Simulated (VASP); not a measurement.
# SnS: dielectric tensor with PBE

Crystal: SnS.

```
Sn S
1.0
    11.10224    0.00000    0.00000
     0.00000    3.98561    0.00000
     0.00000    0.00000    4.22986
Sn S
4 4
Direct
  0.11852 0.25000 0.10999
  0.38148 0.75000 0.60999
  0.61852 0.25000 0.39001
  0.88148 0.75000 0.89001
  0.85325 0.25000 0.47437
  0.64675 0.75000 0.97437
  0.35325 0.25000 0.02563
  0.14675 0.75000 0.52563
```

```json
{
 "Program": "VASP 6.6.1",
 "Task": "dielectric tensor",
 "Functional": "PBE",
 "Potentials or basis": "VASP PAW PBE potentials, release 64 (Sn_d, S)",
 "Cutoff": "520 eV",
 "k mesh": "4 × 10 × 8",
 "Occupations": "gaussian, width 0.03 eV",
 "Spin": "no spin polarisation",
 "Monkhorst-Pack mesh": "yes",
 "Further INCAR settings": "ALGO = Fast; EDIFF = 1e-08"
}
```

| Item | Value |
| --- | --- |
| Electronic dielectric tensor (diagonal) | 15.74, 19.39, 16.70 |
| Born charges (mean of the diagonal) | Sn +3.94; S -3.94 e |

Levels at points of the mesh, in eV from the valence-band top:
| k point | band 38 | band 39 | band 40 | band 41 | band 42 | band 43 |
| --- | --- | --- | --- | --- | --- | --- |
| (0.12, 0.05, 0.06) | -1.25 | -0.80 | -0.61 | 1.11 | 2.93 | 3.16 |

Electronic dielectric tensor:
```
15.74  0.00  0.00
 0.00 19.39  0.00
 0.00  0.00 16.70
```

Born effective charge tensors (e):
atom 1, Sn
```
 3.85  0.00  0.14
 0.00  4.34  0.00
-0.56  0.00  3.65
```
atom 2, Sn
```
 3.85  0.00 -0.14
 0.00  4.34  0.00
 0.56  0.00  3.65
```
atom 3, Sn
```
 3.85  0.00 -0.14
 0.00  4.34  0.00
 0.56  0.00  3.65
```
atom 4, Sn
```
 3.85  0.00  0.14
 0.00  4.34  0.00
-0.56  0.00  3.65
```
atom 5, S
```
-3.85  0.00 -0.64
 0.00 -4.34  0.00
-0.50  0.00 -3.65
```
atom 6, S
```
-3.85  0.00  0.64
 0.00 -4.34  0.00
 0.50  0.00 -3.65
```
atom 7, S
```
-3.85  0.00  0.64
 0.00 -4.34  0.00
 0.50  0.00 -3.65
```
atom 8, S
```
-3.85  0.00 -0.64
 0.00 -4.34  0.00
-0.50  0.00 -3.65
```

It took 17 min on 2 MPI ranks on Intel(R) Xeon(R) 6975P-C (Granite Rapids), on a shared host, peak memory 1 GiB a rank.
